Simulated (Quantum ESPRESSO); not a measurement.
Ta2N under changes of volume

One of the cells (13.622 Å³/atom); the others are scaled copies at fixed shape and fractional positions:

```xyz
3
Lattice="3.1129 0.0000 0.0000 -1.5564 2.6958 0.0000 0.0000 0.0000 4.8698" Properties=species:S:1:pos:R:3 pbc="T T T"
Ta    0.0000    1.7972    1.2404
Ta    1.5564    0.8986    3.6294
N     0.0000    0.0000    0.0000
```

The cell comes from a database or a generator and needn't be the stable form of this composition.

| Quantity | Value |
| --- | --- |
| Program | Quantum ESPRESSO 7.5 |
| Functional | PBEsol |
| Potentials or basis | GBRV 1.5 PBEsol |
| Cutoff | 762 eV |
| Density cutoff | 6095 eV |
| k mesh | 10 × 10 × 6 |
| Occupations | fermi-dirac, width 0.05 eV |
| Spin | no spin polarisation |

```tsv
volume (Å³/atom)	energy over the lowest point (meV/atom)	pressure (GPa)
12.805	10.36	9.6
13.077	0.00	2.6
13.350	0.79	-3.6
13.622	?	?
13.895	31.33	-14.1
14.167	59.09	-18.6
14.439	94.03	-22.6
```

Question: What does the run at 13.622 Å³/atom give?

Answer: Energy over the lowest point 11.59 meV/atom; pressure -9.1 GPa.

Worked out: A Birch-Murnaghan fit of order 3 (a polynomial in V^(-2/3)) to the other rows has its minimum at 13.19 Å³/atom with B0 = V·E''(V) = 303 GPa and B' = 4.3 at fixed shape and positions, which overstates the stiffness. It gives 11.55 meV/atom at 13.622 Å³/atom, against the run's 11.59, and -dE/dV = -9.1 GPa, against -9.1.

Energies are extrapolated to zero smearing.
